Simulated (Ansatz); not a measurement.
HfO2 (started from an entry of an open crystallographic database) (r2SCAN geometry), in Ansatz:

```
Hf O
1.0
     0.00000    2.52918    2.52918
     2.52918    0.00000    2.52918
     2.52918    2.52918    0.00000
Hf O
1 2
Direct
  0.00000 0.00000 0.00000
  0.25000 0.25000 0.25000
  0.75000 0.75000 0.75000
```

G0W0@PBE with 177 empty bands, a screening cutoff of 180 eV and a 6×6×6 mesh (PAW, contour deformation) gives 5.205 eV over the mesh points, from a PBE gap of 3.803 eV; it sums over 196 bands with 169 plane waves in the screening and a wave cutoff of 420 eV. No extrapolation in bands, cutoff or mesh was made for G0W0. The values are computed, spin-unpolarised, and not measurements.

Problem. Estimate the gap with frequency model Godby-Needs pole.

Solution. 5.163 eV (-0.042 eV), from a Kohn-Sham gap of 3.803 eV.

Problem. Another run gave a Kohn-Sham gap of 3.803 eV and a G0W0 gap of 5.280 eV, summing over 363 bands with 331 plane waves in the screening and a wave cutoff of 420 eV. What was changed?

Solution. Empty bands 344, screening cutoff 260 eV. The counts of bands and plane waves show it.

Spin-orbit coupling is left out, which matters wherever the heavy atoms make up the band edges.
